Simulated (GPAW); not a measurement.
# N: single point with LDA

N:

```
N
1.0
     2.52802    0.00000    0.00000
    -1.24760    2.21062    0.00000
    -0.05160    0.04892    2.40609
N
2
Cartesian
  -0.0278 1.5104 1.8046
  1.2566 0.7491 0.6015
```

The cell isn't the ideal one: cell strained at random at fixed volume.

| Property | Result |
| --- | --- |
| Program | GPAW 26.7.0 |
| Task | single point |
| Functional | LDA |
| Potentials or basis | PAW data sets generated in the run's folder for this functional |
| Cutoff | 800 eV |
| Basis | pw |
| k mesh | 10 × 10 × 9 |
| Occupations | marzari-vanderbilt, width 0.05 eV |
| Spin | collinear spin, ferromagnetic start |
| Starting moments | [0.5, 0.5] μB |
| random start of the orbitals | yes |
| Maxiter | 50 |

```json
{"Pressure": "-8.4 GPa", "Largest force": "0.149 eV/Å", "Band gap on the k mesh": "none (metal or under the smearing width)", "Net moment": "0.00 μB per cell"}
```

Forces in eV/Å, atoms in the order of the input:
```
N    0.095 -0.114  0.012
N   -0.095  0.114 -0.012
```

Stress tensor (GPa, compression positive):
```
-12.20   0.97  -3.94
  0.97 -10.13   2.88
 -3.94   2.88  -2.84
```

Levels at points of the mesh, in eV from the Fermi level:
Spin up:
| k point | band 2 | band 3 | band 4 | band 5 | band 6 | band 7 | band 8 | band 9 |
| --- | --- | --- | --- | --- | --- | --- | --- | --- |
| (0.00, 0.00, 0.00) | -5.23 | -4.55 | -2.70 | -2.61 | 2.58 | 2.70 | 6.02 | 14.35 |
| (0.00, 0.50, 0.00) | -14.52 | -5.21 | -2.06 | -1.41 | 1.82 | 2.98 | 5.12 | 13.42 |
| (0.50, 0.00, 0.00) | -14.53 | -5.29 | -2.11 | -1.34 | 1.76 | 2.98 | 5.11 | 13.39 |
| (0.50, 0.50, 0.00) | -14.58 | -5.41 | -2.23 | -1.29 | 1.71 | 3.03 | 5.08 | 13.34 |
Spin down:
| k point | band 3 | band 4 | band 5 | band 6 | band 7 | band 8 |
| --- | --- | --- | --- | --- | --- | --- |
| (0.00, 0.00, 0.00) | -4.55 | -2.70 | -2.61 | 2.58 | 2.70 | 6.02 |
| (0.00, 0.50, 0.00) | -5.21 | -2.06 | -1.41 | 1.82 | 2.98 | 5.12 |
| (0.50, 0.00, 0.00) | -5.29 | -2.11 | -1.34 | 1.76 | 2.98 | 5.11 |
| (0.50, 0.50, 0.00) | -5.41 | -2.23 | -1.29 | 1.71 | 3.03 | 5.08 |

Wall time 2.8 min on 1 thread of Intel(R) Xeon(R) Platinum 8488C (Sapphire Rapids), with other jobs on the host, peak memory 0.33 GiB.

Caveat: this smearing can pin the Fermi level at a band edge.
